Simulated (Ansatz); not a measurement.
**NiSi2 (Si2Ni-type): a single-point run**

Aim: a sound single-point run of NiSi2 (Si2Ni-type). The structure is shown as the input types it.

The COD entry's cell or inner coordinates are ideal or old and differ from later refinements, so a difference from it is no clean test against experiment.

Program: Ansatz 0.2.0. Level of theory: DFT PBE, scalar-relativistic, plane waves, PAW. These are calculated values, not measurements.

1 further run of the same task is left out (set aside as unsound or not needed). Runs told in other sessions of the task aren't counted.

## (1) The system as given

Symmetry: Fm-3m, No. 225, cubic system. The conventional cell has a = 5.443 Å, b = 5.443 Å, c = 5.443 Å, α = 90.00°, β = 90.00°, γ = 90.00°. Si (site symmetry -43m) has 4 Ni at 2.36 Å in its first shell of neighbours. Ni (site symmetry m-3m) is surrounded by 8 Si at 2.36 Å.

As a file:

```xyz
3
Lattice="0.0000 2.7217 2.7217 2.7217 0.0000 2.7217 2.7217 2.7217 0.0000" Properties=species:S:1:pos:R:3 pbc="T T T"
Si    1.3608    1.3608    1.3608
Si    4.0825    4.0825    4.0825
Ni    0.0000    0.0000    0.0000
```

## (2) Input and run

input.yaml reads:

```yaml
crystal:
  lattice:
    - [0.0, 2.7216542978, 2.7216542978]
    - [2.7216542978, 0.0, 2.7216542978]
    - [2.7216542978, 2.7216542978, 0.0]
  atoms:
    - { symbol: Si, position: [0.25, 0.25, 0.25] }
    - { symbol: Si, position: [0.75, 0.75, 0.75] }
    - { symbol: Ni, position: [0.0, 0.0, 0.0], spin: 0.8 }
basis:
  ecutwfc: 420
  ecutrho_ratio: 4
kpoints:
  mp_grid: { grid: [1, 1, 1] }
hamiltonian:
  xc: pbe
scf:
  occupations: { method: gaussian, width: 0.05 }
  max_iter: 100
output:
  forces: true
  stress: true
magnetization:
  spin_polarized: true
```

Started as:

```bash
$ ansatz run input.yaml --threads 4 --pin off --max-ram 7168MiB --backend cpu --events-out ev --progress --plain --runs-dir out
```

What happens when this is run?

The program finished normally, with warnings (stability check not made). It gives a pressure of 119 GPa, which is large; a structure far from rest gives such values too, whatever the setting.

In the input, kpoints.mp_grid.grid is [1, 1, 1]. Band dispersion is ignored when only one k-point is used.

To check: set kpoints.mp_grid.grid to [12, 12, 12].
